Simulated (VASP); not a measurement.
Write the native input for VASP 6.6.1 that does the following.

| Quantity | Value |
| --- | --- |
| Task | single point |
| Functional | PBE |
| Potentials or basis | VASP PAW PBE potentials, release 64 (K_pv, Cl) |
| Cutoff | 500 eV |
| k mesh | 7 × 7 × 7 |
| Occupations | gaussian, width 0.02 eV |
| Spin | no spin polarisation |
| Further INCAR settings | ALGO = Normal; EDIFF = 1e-07 |

The structure of KCl (Sylvite) lies in POSCAR:

```
KCl
1.0
    0.0000000000      3.1464700000      3.1464700000
    3.1464700000      0.0000000000      3.1464700000
    3.1464700000      3.1464700000      0.0000000000
K Cl
1 1
Direct
    0.0000000000      0.0000000000      0.0000000000
    0.5000000000      0.5000000000      0.5000000000
```

The input as run:

INCAR

```
SYSTEM = KCl
  PREC = Accurate
  ENCUT = 500
  EDIFF = 1E-7
  ISMEAR = 0
  SIGMA = 0.02
  LREAL = .FALSE.
  LASPH = .TRUE.
  NELM = 100
  ALGO = Normal
  ISIF = 2
  LWAVE = .FALSE.
  LCHARG = .FALSE.
  GGA = PE
```

KPOINTS

```
regular mesh
0
G
  7 7 7
  0 0 0
```

Potentials or basis: VASP PAW PBE potentials, release 64 (K_pv, Cl).

The run is started by

```sh
$ cat potpaw_PBE.64/K_pv/POTCAR potpaw_PBE.64/Cl/POTCAR > POTCAR
$ mpirun -np 1 vasp_std > vasp.out
```

It gave:

```
Pressure               : 1.1 GPa
Band gap on the k mesh : 5.18 eV, direct
```

Caveat: an odd mesh through Γ misses points on the zone boundary, where band edges often lie.

It took 28 s on 1 thread of AMD EPYC 7R43 64-Core Processor (Zen 3), on a shared host, peak memory 0.14 GiB.
